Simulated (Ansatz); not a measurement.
Reactions of C3H4N2, SMILES `CN=C=C=N`.

Computed with Ansatz on PBE0-D4/def2-TZVP structures; ΔE is electronic, products minus reactants. CBS: MP2 limit from def2 TZ/QZ plus the TZ coupled-cluster correction, frozen cores. This one scheme is used for every species, atoms too. Functionals use def2-TZVPP. Open shells (•) are unrestricted, without spin–orbit coupling. Spin–orbit coupling would lower the free atoms: a little for C. Each species was taken in one conformer, which may not be the lowest.

| reaction | B97M-V (kcal/mol) | CCSD/CBS(def2) (kcal/mol) |
| --- | --- | --- |
| `CN=C=C=N` → `C=NC1C=N1` | 2.8 | -4.3 |
| `CN=C=C=N` → `NC1=C=CN1` | 35.1 | 31.7 |
| `CN=C=C=N` → 3 C• + 4 H• + 2 N• | 892.5 | 858.2 |
| `CN=C=C=N` → `c1cn[nH]c1` | -50.7 | -56.2 |
| `CN=C=C=N` → `C=C(N)C#N` | -42.8 | -51.9 |
| `CN=C=C=N` → `c1c[nH]cn1` | -60.6 | -67.5 |
| `CN=C=C=N` → `N=C1CC1=N` | 0.9 | -1.6 |

Problem. Give the CCSD(T)/CBS values in the same order. (An estimate is asked.)

Solution. Computed: -3.3, 32.5, 880.9, -55.8, -50.1, -66.7, -0.4 kcal/mol.

Largest T1 diagnostic: 0.016, for `CN=C=C=N`.
